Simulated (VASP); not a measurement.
Crystal: ZrN.

```
CELL_PARAMETERS angstrom
0.00000 2.28750 2.28750
2.28750 0.00000 2.28750
2.28750 2.28750 0.00000
ATOMIC_POSITIONS crystal
Zr 0.00000 0.00000 0.00000
N 0.50000 0.50000 0.50000
```

The cell was built by a generator and isn't the measured one.

Program: VASP 6.6.1. Alike in all runs: task optical spectrum; level PBE; potentials or basis VASP PAW PBE potentials, release 64 (Zr_sv, N); no spin polarisation; cell as given; cutoff (eV) 520; smearing fermi-dirac 0.05 eV. Hardware: 1 thread of Intel(R) Xeon(R) 6975P-C (Granite Rapids) (shared host).

Q: Order these runs on this cell by their wall time, lowest first.
A. k mesh 12 × 12 × 12
B. k mesh 28 × 28 × 28
C. k mesh 20 × 20 × 20

A: A (19 s), C (67 s), B (160 s).

Caveats: independent-particle spectra lack excitons; the intraband (Drude) part of a metal's response may be missing.
